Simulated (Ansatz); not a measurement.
## K2S

The computed numbers are results of PBE, scalar-relativistic (no spin polarisation) in the plane-wave PAW code Ansatz at 420 eV, Γ-centred 8×8×8 mesh, 0.05 eV Gaussian smearing. The datasets are Ansatz's generated set soft_2.

```xyz
3
Lattice="0.0000 3.7315 3.7315 3.7315 0.0000 3.7315 3.7315 3.7315 0.0000" Properties=species:S:1:pos:R:3 pbc="T T T"
K     1.8657    1.8657    1.8657
K     5.5972    5.5972    5.5972
S     0.0000    0.0000    0.0000
```

The chain of runs began from a cell as deposited in COD, expanded in volume.

The run above is the reference. The same cell was run again with other input settings; several of them aren't fit for production, so the rows show the settings' effect and aren't properties of the material.

```tsv
keys changed	outcome	ΔE (meV/atom)	P (GPa)	gap on the mesh (eV)	cell moment (μB)	largest force component (eV/Å)	SCF iterations	rough core-seconds	new warnings
none (reference)	converged	0.0	0.0	2.32	–	0.000	–	–	–
basis.ecutwfc: 420 → "550 eV"; hamiltonian.xc: "pbe" → "lda"; accuracy: "medium"	converged	–	-2.0	2.05	–	0.000	6	4	–
crystal.symmetry: {"detect": false}; scf.initial_density.chi_scale: 0.0	converged	0.0	0.0	2.32	–	0.000	8	70	–
scf.n_extra_bands: 8	converged	0.0	0.0	2.32	–	0.000	7	5	–
```

These changes also left energy (to 0.1 meV/atom), pressure, gap, moment and forces as in the reference: basis.ecutrho_ratio: 4 → 8 | scf.initial_density.chi_scale: 0.0 | scf.algorithm: "density_mixing"; basis.ecutrho_ratio: 4 → 8; scf.eigensolver.kind: "davidson".

ΔE is the energy with the smearing extrapolated to zero. It is left out where the change alters the Hamiltonian or the spin treatment. The varied runs start from atomic densities (corrected by the program's trained start where that serves), with the default search for lower states unless a row changes it.

Task: What happens with these changes: hamiltonian.dispersion: "d4"?

Result: outcome converged, P (GPa) -0.5, gap on the mesh (eV) 2.32, largest force component (eV/Å) 0.000, SCF iterations 6, rough core-seconds 5.

Task: What happens with these changes: hamiltonian.xc: "pbe" → "r2scan"?

Result: outcome converged, P (GPa) -0.4, gap on the mesh (eV) 2.70, largest force component (eV/Å) 0.000, SCF iterations 6, rough core-seconds 7, new warnings cutoff below recommended.

Changing scf.initial_density.chi_scale only steers the path to self-consistency, so the energy stays within 0.5 meV/atom.

The pair part of a dispersion correction pulls inward (a three-body part mostly pushes out), and in metals and ionic crystals with large ions it often overbinds.

Of the reference: Kohn–Sham gaps of semilocal functionals lie under measured ones, often by a third or more.
